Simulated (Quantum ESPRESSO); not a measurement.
# Hf (Fm-3m) in Quantum ESPRESSO: further runs

The runs below take Hf through single point, equation of state, with r2SCAN.

Program: Quantum ESPRESSO 7.5. These are calculated values, not measurements. Logs are shortened: lines on timing, memory, paths and dates and some standing lists are left out, and cuts for length are marked.

## 1. The structure

The structure is cubic, space group Fm-3m (No. 225). The conventional cell has a = 4.440 Å, b = 4.440 Å, c = 4.440 Å, α = 90.00°, β = 90.00°, γ = 90.00°. Hf (site symmetry m-3m) has 12 Hf at 3.14 Å as nearest neighbours.

This isn't the form of Hf at room conditions, which is hcp.

## 2. Single point, r2SCAN, 20.57 Å³/atom

File pw.in:

```
&CONTROL
  calculation = 'scf'
  prefix = 'pwscf'
  outdir = './tmp'
  pseudo_dir = './pseudo'
  tstress = .true.
  disk_io = 'nowf'
/
&SYSTEM
  ibrav = 0
  nat = 1
  ntyp = 1
  ecutwfc = 65
  nbnd = 20
  input_dft = 'r2scan'
  occupations = 'smearing'
  smearing = 'fd'
  degauss = 0.00367493
  nosym = .true.
  nr1 = 32
  nr2 = 32
  nr3 = 32
/
&ELECTRONS
  conv_thr = 1d-08
  electron_maxstep = 120
  mixing_beta = 0.5
/
ATOMIC_SPECIES
Hf   178.4900 Hf_ONCV_PBE-1.2.upf
CELL_PARAMETERS angstrom
   0.0000000000    2.1746811613    2.1746811613
   2.1746811613    0.0000000000    2.1746811613
   2.1746811613    2.1746811613    0.0000000000
ATOMIC_POSITIONS crystal
Hf     0.0000000000    0.0000000000    0.0000000000
K_POINTS automatic
8 8 8 0 0 0
```

Potentials or basis: SG15 PBE 1.2.

On the command line:

```console
$ OMP_NUM_THREADS=1 mpirun -n 2 pw.x -nk 2 -in pw.in > pw.out
```

pw.out:

```text
This program is part of the open-source Quantum ESPRESSO suite
     for quantum simulation of materials; please cite
         "P. Giannozzi et al., J. Phys.:Condens. Matter 21 395502 (2009);
         "P. Giannozzi et al., J. Phys.:Condens. Matter 29 465901 (2017);
         "P. Giannozzi et al., J. Chem. Phys. 152 154105 (2020);
     in publications or presentations arising from this work. More details at

     IMPORTANT: XC functional enforced from input :
     Exchange-correlation= R2SCAN
                           (   0   0   0   0   0 497 498)
     Any further DFT definition will be discarded
     Please, verify this is what you really want

     K-points division:     npool     =       2
     Subspace diagonalization in iterative solution of the eigenvalue problem:
     a serial algorithm will be used

     G-vector sticks info
     --------------------
     sticks:   dense  smooth     PW     G-vecs:    dense   smooth      PW
     Sum         595     595    199                 9841     9841    1837

     Using Slab Decomposition

     bravais-lattice index     =            0
     lattice parameter (alat)  =       5.8118  a.u.
     unit-cell volume          =     138.8076 (a.u.)^3
     number of atoms/cell      =            1
     number of atomic types    =            1
     number of electrons       =        26.00
     number of Kohn-Sham states=           20
     kinetic-energy cutoff     =      65.0000  Ry
     charge density cutoff     =     260.0000  Ry
     scf convergence threshold =      1.0E-08
     mixing beta               =       0.5000
     number of iterations used =            8  plain     mixing
     Exchange-correlation= R2SCAN
                           (   0   0   0   0   0 497 498)

     celldm(1)=   5.811784  celldm(2)=   0.000000  celldm(3)=   0.000000
     celldm(4)=   0.000000  celldm(5)=   0.000000  celldm(6)=   0.000000

     crystal axes: (cart. coord. in units of alat)
               a(1) = (   0.000000   0.707107   0.707107 )
               a(2) = (   0.707107   0.000000   0.707107 )
               a(3) = (   0.707107   0.707107   0.000000 )

     reciprocal axes: (cart. coord. in units 2 pi/alat)
               b(1) = ( -0.707107  0.707107  0.707107 )
               b(2) = (  0.707107 -0.707107  0.707107 )
               b(3) = (  0.707107  0.707107 -0.707107 )

     PseudoPot. # 1 for Hf read from file:
     Hf_ONCV_PBE-1.2.upf
     Pseudo is Norm-conserving, Zval = 26.0
     Generated using ONCVPSP code by D. R. Hamann
     Using radial grid of  602 points,  8 beta functions with:
                l(1) =   0
                l(2) =   0
                l(3) =   1
                l(4) =   1
                l(5) =   2
                l(6) =   2
                l(7) =   3
                l(8) =   3

     atomic species   valence    mass     pseudopotential
     Hf               26.00   178.49000     Hf( 1.00)

     No symmetry found

   Cartesian axes

     site n.     atom                  positions (alat units)
         1        Hf     tau(   1) = (   0.0000000   0.0000000   0.0000000  )

     number of k points=   260  Fermi-Dirac smearing, width (Ry)=  0.0037

     Number of k-points >= 100: set verbosity='high' to print them.

     Dense  grid:     9841 G-vectors     FFT dimensions: (  32,  32,  32)

     WARNING: libxc functional with ID  497 depends
      on external parameters: check the user_guide of
      QE if you need to modify them or to check their
      default values.

     WARNING: libxc functional with ID  498 depends
      on external parameters: check the user_guide of
      QE if you need to modify them or to check their
      default values.

     Initial potential from superposition of free atoms

     starting charge      25.8785, renormalised to      26.0000
     Starting wfcs are random

     Self-consistent Calculation

     iteration #  1     ecut=    65.00 Ry     beta= 0.50
     Davidson diagonalization with overlap
     ethr =  1.00E-02,  avg # of iterations =  9.8

     total energy              =    -445.94735820 Ry
     estimated scf accuracy    <      58.34331385 Ry

     iteration #  2     ecut=    65.00 Ry     beta= 0.50
     Davidson diagonalization with overlap
     ethr =  1.00E-02,  avg # of iterations =  1.0

     total energy              =    -446.16675746 Ry
     estimated scf accuracy    <      18.52094100 Ry

     iteration #  3     ecut=    65.00 Ry     beta= 0.50
     Davidson diagonalization with overlap
     ethr =  1.00E-02,  avg # of iterations =  1.0

     total energy              =    -446.17910168 Ry
     estimated scf accuracy    <       0.12322869 Ry

     iteration #  4     ecut=    65.00 Ry     beta= 0.50
     Davidson diagonalization with overlap
     ethr =  4.74E-04,  avg # of iterations =  1.1

     total energy              =    -446.18008163 Ry
     estimated scf accuracy    <       0.00945964 Ry

     iteration #  5     ecut=    65.00 Ry     beta= 0.50
     Davidson diagonalization with overlap
     ethr =  3.64E-05,  avg # of iterations =  2.0

     total energy              =    -446.18018879 Ry
     estimated scf accuracy    <       0.00226867 Ry

     iteration #  6     ecut=    65.00 Ry     beta= 0.50
     Davidson diagonalization with overlap
     ethr =  8.73E-06,  avg # of iterations =  1.6

     total energy              =    -446.18020289 Ry
     estimated scf accuracy    <       0.00002861 Ry

     iteration #  7     ecut=    65.00 Ry     beta= 0.50
     Davidson diagonalization with overlap
     ethr =  1.10E-07,  avg # of iterations =  1.9

     total energy              =    -446.18020425 Ry
     estimated scf accuracy    <       0.00003689 Ry

     iteration #  8     ecut=    65.00 Ry     beta= 0.50
     Davidson diagonalization with overlap
     ethr =  1.10E-07,  avg # of iterations =  1.0

     total energy              =    -446.18020436 Ry
     estimated scf accuracy    <       0.00004031 Ry

     iteration #  9     ecut=    65.00 Ry     beta= 0.50
     Davidson diagonalization with overlap
     ethr =  1.10E-07,  avg # of iterations =  1.0

     total energy              =    -446.18020456 Ry
     estimated scf accuracy    <       0.00000079 Ry

     iteration # 10     ecut=    65.00 Ry     beta= 0.50
     Davidson diagonalization with overlap
     ethr =  3.03E-09,  avg # of iterations =  1.0

     total energy              =    -446.18020457 Ry
     estimated scf accuracy    <       0.00000018 Ry

     iteration # 11     ecut=    65.00 Ry     beta= 0.50
     Davidson diagonalization with overlap
     ethr =  6.97E-10,  avg # of iterations =  1.0

     total energy              =    -446.18020457 Ry
     estimated scf accuracy    <       0.00000012 Ry

     iteration # 12     ecut=    65.00 Ry     beta= 0.50
     Davidson diagonalization with overlap
     ethr =  4.70E-10,  avg # of iterations =  1.0

     total energy              =    -446.18020457 Ry
     estimated scf accuracy    <       0.00000001 Ry

     iteration # 13     ecut=    65.00 Ry     beta= 0.50
     Davidson diagonalization with overlap
     ethr =  5.39E-11,  avg # of iterations =  1.0

     End of self-consistent calculation

     Number of k-points >= 100: set verbosity='high' to print the bands.

     the Fermi energy is    25.7167 ev

!    total energy              =    -446.18020457 Ry
     estimated scf accuracy    <          1.8E-09 Ry
     smearing contrib. (-TS)   =      -0.00076906 Ry
     internal energy E=F+TS    =    -446.17943551 Ry

     The total energy is F=E-TS. E is the sum of the following terms:
     one-electron contribution =    -129.22467606 Ry
     hartree contribution      =      97.49069335 Ry
     xc contribution           =     -37.35241314 Ry
     ewald contribution        =    -377.09303965 Ry

     convergence has been achieved in  13 iterations

     Computing stress (Cartesian axis) and pressure

          total   stress  (Ry/bohr**3)                   (kbar)     P=       24.00
   0.00016317   0.00000000   0.00000000           24.00        0.00        0.00
   0.00000000   0.00016317   0.00000000            0.00       24.00        0.00
   0.00000000   0.00000000   0.00016317            0.00        0.00       24.00

=------------------------------------------------------------------------------=
   JOB DONE.
=------------------------------------------------------------------------------=
```

It took 94 s on 2 MPI ranks of Intel Xeon 6975P-C (Granite Rapids), shared host; peak memory 0.22 GiB.

What came out:

```
Free energy            : -6070.5909 eV
Pressure               : 2.4 GPa
Band gap on the k mesh : none (metal or under the smearing width)
```

Caveat: the potentials were made for another functional, which shifts forces and pressure.

## 3. Single point, r2SCAN, 21.01 Å³/atom

pw.in, as its differences from that of step 2:

```diff
@@ -31,5 +31,5 @@
 CELL_PARAMETERS angstrom
-   0.0000000000    2.1746811613    2.1746811613
-   2.1746811613    0.0000000000    2.1746811613
-   2.1746811613    2.1746811613    0.0000000000
+   0.0000000000    2.1899963220    2.1899963220
+   2.1899963220    0.0000000000    2.1899963220
+   2.1899963220    2.1899963220    0.0000000000
 ATOMIC_POSITIONS crystal
```

Potentials or basis: SG15 PBE 1.2.

On the command line:

```console
$ OMP_NUM_THREADS=1 mpirun -n 2 pw.x -nk 2 -in pw.in > pw.out
```

It took 92 s on 2 MPI ranks of Intel Xeon 6975P-C (Granite Rapids), shared host; peak memory 0.22 GiB.

It converged, with:

```
Free energy            : -6070.5945 eV
Pressure               : 0.1 GPa
Band gap on the k mesh : none (metal or under the smearing width)
```

Caveat: the potentials were made for another functional, which shifts forces and pressure.

## 4. Single point, r2SCAN, 21.44 Å³/atom

pw.in, as its differences from that of step 3:

```diff
@@ -31,5 +31,5 @@
 CELL_PARAMETERS angstrom
-   0.0000000000    2.1899963220    2.1899963220
-   2.1899963220    0.0000000000    2.1899963220
-   2.1899963220    2.1899963220    0.0000000000
+   0.0000000000    2.2051002222    2.2051002222
+   2.2051002222    0.0000000000    2.2051002222
+   2.2051002222    2.2051002222    0.0000000000
 ATOMIC_POSITIONS crystal
```

On the command line:

```console
$ OMP_NUM_THREADS=1 mpirun -n 2 pw.x -nk 2 -in pw.in > pw.out
```

Wall time 94 s (2 MPI ranks of Intel Xeon 6975P-C (Granite Rapids), shared host); peak memory 0.22 GiB.

Results (log left out):

* Free energy: -6070.5920 eV
* Pressure: -2.1 GPa
* Band gap on the k mesh: none (metal or under the smearing width)

Caveat: the potentials were made for another functional, which shifts forces and pressure.

## 5. Single point, r2SCAN, 21.88 Å³/atom

pw.in, as its differences from that of step 4:

```diff
@@ -31,5 +31,5 @@
 CELL_PARAMETERS angstrom
-   0.0000000000    2.2051002222    2.2051002222
-   2.2051002222    0.0000000000    2.2051002222
-   2.2051002222    2.2051002222    0.0000000000
+   0.0000000000    2.2200000000    2.2200000000
+   2.2200000000    0.0000000000    2.2200000000
+   2.2200000000    2.2200000000    0.0000000000
 ATOMIC_POSITIONS crystal
```

On the command line:

```console
$ OMP_NUM_THREADS=1 mpirun -n 2 pw.x -nk 2 -in pw.in > pw.out
```

Run time: 88 s. Hardware: 2 MPI ranks of Intel Xeon 6975P-C (Granite Rapids), shared host; peak memory 0.22 GiB.

The run converged. Its results:

| Property | Result |
| --- | --- |
| Free energy | -6070.5839 eV |
| Pressure | -4.0 GPa |
| Band gap on the k mesh | none (metal or under the smearing width) |

Caveat: the potentials were made for another functional, which shifts forces and pressure.

## 6. Single point, r2SCAN, 22.32 Å³/atom

pw.in, as its differences from that of step 5:

```diff
@@ -31,5 +31,5 @@
 CELL_PARAMETERS angstrom
-   0.0000000000    2.2200000000    2.2200000000
-   2.2200000000    0.0000000000    2.2200000000
-   2.2200000000    2.2200000000    0.0000000000
+   0.0000000000    2.2347024152    2.2347024152
+   2.2347024152    0.0000000000    2.2347024152
+   2.2347024152    2.2347024152    0.0000000000
 ATOMIC_POSITIONS crystal
```

Potentials or basis: SG15 PBE 1.2.

On the command line:

```console
$ OMP_NUM_THREADS=1 mpirun -n 2 pw.x -nk 2 -in pw.in > pw.out
```

It took 87 s on 2 MPI ranks of Intel Xeon 6975P-C (Granite Rapids), shared host; peak memory 0.22 GiB.

It converged, with:

```
Free energy            : -6070.5707 eV
Pressure               : -5.8 GPa
Band gap on the k mesh : none (metal or under the smearing width)
```

Caveat: the potentials were made for another functional, which shifts forces and pressure.

## 7. Single point, r2SCAN, 22.76 Å³/atom

pw.in, as its differences from that of step 6:

```diff
@@ -31,5 +31,5 @@
 CELL_PARAMETERS angstrom
-   0.0000000000    2.2347024152    2.2347024152
-   2.2347024152    0.0000000000    2.2347024152
-   2.2347024152    2.2347024152    0.0000000000
+   0.0000000000    2.2492138765    2.2492138765
+   2.2492138765    0.0000000000    2.2492138765
+   2.2492138765    2.2492138765    0.0000000000
 ATOMIC_POSITIONS crystal
```

On the command line:

```console
$ OMP_NUM_THREADS=1 mpirun -n 2 pw.x -nk 2 -in pw.in > pw.out
```

Run time: 93 s. Hardware: 2 MPI ranks of Intel Xeon 6975P-C (Granite Rapids), shared host; peak memory 0.22 GiB.

It converged, with:

| Item | Value |
| --- | --- |
| Free energy | -6070.5527 eV |
| Pressure | -7.5 GPa |
| Band gap on the k mesh | none (metal or under the smearing width) |

Caveat: the potentials were made for another functional, which shifts forces and pressure.

## 8. Single point, r2SCAN, 23.20 Å³/atom

pw.in, as its differences from that of step 7:

```diff
@@ -31,5 +31,5 @@
 CELL_PARAMETERS angstrom
-   0.0000000000    2.2492138765    2.2492138765
-   2.2492138765    0.0000000000    2.2492138765
-   2.2492138765    2.2492138765    0.0000000000
+   0.0000000000    2.2635404658    2.2635404658
+   2.2635404658    0.0000000000    2.2635404658
+   2.2635404658    2.2635404658    0.0000000000
 ATOMIC_POSITIONS crystal
```

On the command line:

```console
$ OMP_NUM_THREADS=1 mpirun -n 2 pw.x -nk 2 -in pw.in > pw.out
```

Wall time 96 s (2 MPI ranks of Intel Xeon 6975P-C (Granite Rapids), shared host); peak memory 0.22 GiB.

Results (log left out):

| Item | Value |
| --- | --- |
| Free energy | -6070.5305 eV |
| Pressure | -9.0 GPa |
| Band gap on the k mesh | none (metal or under the smearing width) |

Caveat: the potentials were made for another functional, which shifts forces and pressure.

## 9. Equation of state, r2SCAN

Potentials or basis: SG15 PBE 1.2.

No new run: the results of the series are fitted here.

What came out:

* Equilibrium volume: 21.04 Å³/atom
* Bulk modulus: 107 GPa
* Pressure derivative of the bulk modulus: 3.3

Energy against volume, from the lowest point:
```tsv
volume (Å³/atom)	energy (meV/atom)
20.569	3.60
21.007	0.00
21.444	2.51
21.882	10.63
22.320	23.89
22.757	41.83
23.195	64.08
```

Caveat: the potentials were made for another functional, which shifts forces and pressure. Spin-orbit coupling is left out, which matters for the levels of Hf.
